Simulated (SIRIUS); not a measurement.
Set up this calculation in SIRIUS 7.12.0, as the native input.

```yaml
Task: single point
Functional: PBEsol
Potentials_or_basis: PseudoDojo 0.4.1 PBEsol standard (scalar relativistic)
Cutoff: 765 eV
Density_cutoff: 3061 eV
k_mesh: 9 × 9 × 9
Occupations: fermi-dirac, width 0.05 eV
Spin: no spin polarisation
Libxc_names: "[\"XC_GGA_X_PBE_SOL\", \"XC_GGA_C_PBE_SOL\"]"
Energy_tol: 1e-08 Ha
Density_tol: 1e-06
Mixer: anderson
Mixing_beta: 0.7
Max_scf: 100
Radial_cutoff_for_the_potentials'_integrals: 6.5 bohr
```

The system is Pb.

```
Pb
1.0
    -2.06690    2.05040    2.08125
     1.99925   -1.93748    1.90067
     1.99103    1.86160   -1.96833
Pb
1
Cartesian
  -0.0107 0.0225 -0.0034
```

The cell isn't the ideal one: cell strained at random at fixed volume.

The input as run:

sirius.json

```json
{
  "control": {
    "processing_unit": "cpu",
    "verbosity": 2,
    "num_bands_to_print": 14,
    "print_forces": true,
    "print_stress": true
  },
  "parameters": {
    "electronic_structure_method": "pseudopotential",
    "xc_functionals": ["XC_GGA_X_PBE_SOL", "XC_GGA_C_PBE_SOL"],
    "gk_cutoff": 7.5,
    "pw_cutoff": 15.0,
    "ngridk": [9, 9, 9],
    "shiftk": [0, 0, 0],
    "smearing": "fermi_dirac",
    "smearing_width": 0.0018374661,
    "num_bands": 14,
    "num_mag_dims": 0,
    "num_dft_iter": 100,
    "energy_tol": 1e-08,
    "density_tol": 1e-06
  },
  "iterative_solver": {
    "type": "davidson",
    "min_tolerance": 1e-10
  },
  "mixer": {
    "type": "anderson",
    "beta": 0.7,
    "max_history": 8
  },
  "settings": {
    "tol_ne": 1e-10,
    "pseudo_grid_cutoff": 6.5
  },
  "unit_cell": {
    "lattice_vectors": [
      [-3.905882485894, 3.874696335659, 3.932986827699],
      [3.778031175206, -3.661308461666, 3.591747643019],
      [3.762497626461, 3.517923602234, -3.719598953706]
    ],
    "atom_coordinate_units": "lattice",
    "atom_types": ["Pb"],
    "atom_files": {
      "Pb": "Pb.json"
    },
    "atoms": {
      "Pb": [
        [0.004664, -0.003675, 0.003135]
      ]
    }
  }
}
```

Potentials or basis: PseudoDojo 0.4.1 PBEsol standard (scalar relativistic).

Launch:

```console
$ upf_to_json Pb.upf
$ OMP_NUM_THREADS=1 sirius.scf --input=sirius.json --output=out.json --task=0
```

Results of the run:

```json
{
  "Pressure": "-1.3 GPa",
  "Band gap on the k mesh": "none (metal or under the smearing width)"
}
```

Run time: 49 s on 1 thread of AMD EPYC 9R45 96-Core Processor (Zen 5) (shared host), peak memory 0.8 GiB.
